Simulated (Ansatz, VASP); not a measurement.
## Si in VASP and in Ansatz

```
CELL_PARAMETERS angstrom
-1.61030 1.61911 1.31237
1.61830 -1.62054 1.32399
1.63276 1.64300 -1.31413
ATOMIC_POSITIONS crystal
Si 0.98622 0.98437 0.99946
```

Change from the starting cell: cell strained at random at fixed volume.

Alike in both runs: task single point; functional PBE; k mesh 13 × 13 × 13; occupations fermi-dirac, width 0.05 eV; no spin polarisation.

```csv
,VASP,Ansatz
version,VASP 6.6.1,Ansatz 0.2.0
potentials or method,"VASP PAW PBE potentials, release 64 (Si)",Ansatz PAW
plane-wave cutoff (eV),520,420
valence electrons in the cell,4,4
```

VASP gave:

```
gap on the k mesh at the Fermi level (eV)       : none
pressure (GPa)                                  : 3.5
largest component of the traceless stress (GPa) : 1.58
```

**Question.** Estimate Ansatz's values.

**Answer.** gap on the k mesh at the Fermi level (eV): none; pressure (GPa): 3.6; largest component of the traceless stress (GPa): 1.55.

A gap of «none» marks a metal or a gap that the smearing closes. The functional is the same, so the differences come from potentials, cutoffs and numerics.
